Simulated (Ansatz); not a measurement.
Computed with DFT PBE, scalar-relativistic, plane waves, PAW (Ansatz 0.2.0). Settings: cutoff 420 eV, Γ-centred meshes spaced at most about 0.3 Å⁻¹, and about 0.25 Å⁻¹ or finer for metals (2π included), Gaussian smearing. No spin polarisation.

All energies are static (0 K, no zero-point motion).

Two relaxed structures of LiCl₂:

A.

```xyz
9
Lattice="6.7515 0.0000 0.0000 -3.3757 5.8469 0.0000 0.0000 0.0000 5.3197" Properties=species:S:1:pos:R:3 pbc="T T T"
Li    2.4358    0.0000    1.7732
Li   -1.2179    2.1095    3.5464
Li    2.1578    3.7375    0.0000
Cl    1.1407    1.9547    1.3333
Cl    4.4883    0.0106    3.1065
Cl    4.4982    3.8817    4.8798
Cl    1.1224    1.9653    3.9863
Cl   -2.2350    3.8922    2.2131
Cl    1.1125    5.8364    0.4399
```

B.

```xyz
9
Lattice="7.1333 0.0000 0.0000 -3.5666 6.1776 0.0000 0.0000 0.0000 4.5608" Properties=species:S:1:pos:R:3 pbc="T T T"
Li    3.5666    0.0000    0.0000
Li    1.7833    3.0888    3.0405
Li   -1.7833    3.0888    1.5203
Cl    0.0000    2.3267    0.0000
Cl    5.1183    1.1634    3.0405
Cl    1.5516    5.0142    1.5203
Cl    3.5666    3.8509    0.0000
Cl   -1.5516    5.0142    3.0405
Cl    2.0150    1.1634    1.5203
```

Question: Which would you expect to be lower, and how large is the difference?

Answer: A is lower, by 166 meV/atom. A has space group P3_121 (No. 152), 23.3 Å³/atom and no gap on its mesh; B has space group P6_422 (No. 181), 22.3 Å³/atom and no gap. The lower one is the more open, so pressure narrows the difference. In A, Li has 4 Cl at 2.39–2.45 Å; Cl is surrounded by 2 Li at 2.39–2.45 Å and 2 Cl at 2.65–2.67 Å. In B, Li has 4 Cl at 2.46 Å; Cl is surrounded by 2 Li at 2.46 Å and 2 Cl at 2.78 Å. Both come from invented guesses.

In P3_121, P6_422 an odd number of electrons in the primitive cell allows no gap without spin; a larger cell or a magnetic state could open one. A magnetic state wasn't ruled out in cells without spin, among them P3_121, P6_422. Cells relaxed within their symmetry can be saddle points.
